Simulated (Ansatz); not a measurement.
# Ni: a surface, (100), 6 layers

What do the surfaces of Ni (100), 6 layers cost, and how tightly do they hold an electron? Methods of the runs shown: LAPW. Companion runs by PAW are cited. Its runs: bulk in the slab's orientation (LAPW); the reference run (LAPW); atoms relaxed (LAPW); no images along the normal (LAPW).

Program: Ansatz 0.2.0. Level of theory: DFT, PBE, all-electron LAPW, scalar-relativistic. These are calculated values, not measurements.

### 1 Starting point

Symmetry: Fm-3m, No. 225, cubic system. The conventional cell has a = 3.521 Å, b = 3.521 Å, c = 3.521 Å, α = 90.00°, β = 90.00°, γ = 90.00°. Ni (site symmetry m-3m) has 12 Ni at 2.49 Å as nearest neighbours.

As a file:

```cif
data_structure
_symmetry_space_group_name_H-M 'P 1'
_symmetry_Int_Tables_number 1
_cell_length_a 2.4894
_cell_length_b 2.4894
_cell_length_c 3.5205
_cell_angle_alpha 90.000
_cell_angle_beta 90.000
_cell_angle_gamma 90.000
_cell_volume 21.82
loop_
_atom_site_label
_atom_site_type_symbol
_atom_site_fract_x
_atom_site_fract_y
_atom_site_fract_z
_atom_site_occupancy
Ni1 Ni 0.00000 0.00000 0.00000 1
Ni2 Ni 0.50000 0.50000 0.50000 1
```

Atoms are numbered in the order of the input: Ni1, Ni2.

### 2 Bulk in the slab's orientation, LAPW

File input.yaml:

```yaml
crystal:
  lattice:
    - [1.760263382, 1.760263382, 0.0]
    - [-1.760263382, 1.760263382, 0.0]
    - [0.0, 0.0, 3.5205267641]
  atoms:
    - { symbol: Ni, position: [0.0, 0.0, 0.0], spin: 1.0 }
    - { symbol: Ni, position: [0.5, 0.5, 0.5], spin: 1.0 }
magnetization:
  spin_polarized: true
kpoints:
  mp_grid: { grid: [16, 16, 12] }
scf:
  occupations: { method: fermi_dirac, width: 0.1 }
hamiltonian:
  xc: pbe
  pseudopotentials: { kind: all_electron, lapw: { basis_error: 0.001 } }
output:
  forces: true
  stress: true
  eigenvalues: true
```

Started as:

```bash
> ansatz run input.yaml --threads 3 --pin off --max-ram 9216MiB --backend cpu --events-out ev --progress --plain --runs-dir out
```

After this run come: Slab as cut, LAPW; Atoms relaxed, LAPW; No images along the normal, LAPW.

What does the calculation give? Wanted: surface energy; work function; outer layer spacing (for each run or level that gives them).

**Answer**, as computed:

| quantity | value |
| --- | --- |
| surface energy (LAPW, relaxed) | 2.24 J/m² |
| work function (LAPW, relaxed) | 4.90 eV |
| outer layer spacing (LAPW) | 1.76 → 1.70 Å |
| surface energy (PAW, relaxed) | 2.24 J/m² |
| work function (PAW, relaxed) | 4.90 eV |
| outer layer spacing (PAW) | 1.76 → 1.70 Å |

What this shows: By LAPW the surface costs 2.27 J/m² as cut and 2.24 J/m² relaxed. The outermost spacing changes by -3.7 % (LAPW). The outermost spacing changes by -3.7 % (PAW). Thickness wasn't converged, and no reconstruction was sought. The magnetic state is the one reached from the start moments in this cell; it needn't be the ground state.
